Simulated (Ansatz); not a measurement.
GeO₂:
```xyz
6
Lattice="4.4278 0.0000 0.0000 0.0000 4.4278 0.0000 0.0000 0.0000 2.8843" Properties=species:S:1:pos:R:3 pbc="T T T"
Ge     2.2139     2.2139     1.4421
Ge     0.0000     0.0000     0.0000
O      3.0716     3.0716     0.0000
O      1.3563     1.3563     0.0000
O      3.5702     0.8576     1.4421
O      0.8576     3.5702     1.4421
```

Cartesian axes are those of the cell as given.

### Question
Give the high-frequency dielectric tensor and the Born effective charge tensors of the independent atoms from DFPT, PBEsol (plane waves, PAW; program Ansatz).

### Answer

ε∞:
```
4.36  0.00  0.00
0.00  4.36  0.00
0.00  0.00  4.67
```
Z* of atom 1 (Ge), rows: field, columns: displacement, in e:
```
 4.13  -0.61   0.00
-0.61   4.13   0.00
 0.00   0.00   4.44
```
Z* of atom 3 (O), rows: field, columns: displacement, in e:
```
-2.06  -0.75   0.00
-0.75  -2.06   0.00
 0.00   0.00  -2.22
```

Space group P4_2/mnm (rutile). The PBEsol relaxation kept the symmetry of its start. Scalar-relativistic: spin–orbit coupling is off unless named, which matters more the heavier the elements.

Potentials: the later of the program's two PAW sets.
